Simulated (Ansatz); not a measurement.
# GaAs under strain: Ga-69 NMR of the central transition

Cell: a structure deposited in the COD, relaxed with PBE at fixed cell and then changed (z stretched by 3 %, ions relaxed).

```
Ga As
1.0
     0.00000    2.82685    2.91166
     2.82685    0.00000    2.91166
     2.82685    2.82685    0.00000
Ga As
1 1
Direct
  0.00000 0.00000 0.00000
  0.25000 0.25000 0.25000
```

Atom numbers follow the list; atoms alike are taken as one site, whose name carries the number of the first.

All values are calculated (Ansatz; DFT, PBE, plane waves and PAW, scalar-relativistic, 420 eV cutoff, Γ-centred 13×13×13 k-points, Fermi–Dirac smearing 0.02 eV), not measured.

Ga-69 has I = 3/2 and Q = 171.0 mb (Pyykkö 2018); at 35.2 T its Larmor frequency is ν₀ = 360.7 MHz. Only the quadrupole interaction is simulated: positions count from each site's isotropic chemical shift, and J coupling is left out, as are shift anisotropy and dipolar coupling, which fast spinning averages.

Problem. Give C_Q, η, the quadrupolar product P_Q = |C_Q|(1 + η²/3)^½, the second-order isotropic shift and the breadth of the pattern (fast magic-angle spinning) for each Ga site.

Solution. 

```json
{"site": "Ga", "first shell": "4 As at 2.47 Å", "C_Q (MHz)": "-2.22", "η": "0.00", "P_Q (MHz)": "2.22", "δ_QIS (ppm)": "-0.946", "breadth (kHz)": "0.731"}
```

δ_QIS = −(ν_Q²/30ν₀²)[I(I+1) − 3/4](1 + η²/3) × 10⁶ ppm with ν_Q = 3|C_Q|/[2I(2I−1)]; it falls as 1/B₀² in ppm, and the breadth as 1/B₀ in kHz.

An axis of threefold or higher order runs through Ga, so V_zz lies along it and η is zero.

With a gap of 0.2 eV on this mesh, the gradients can still move by some per cent as the k-mesh gets denser.
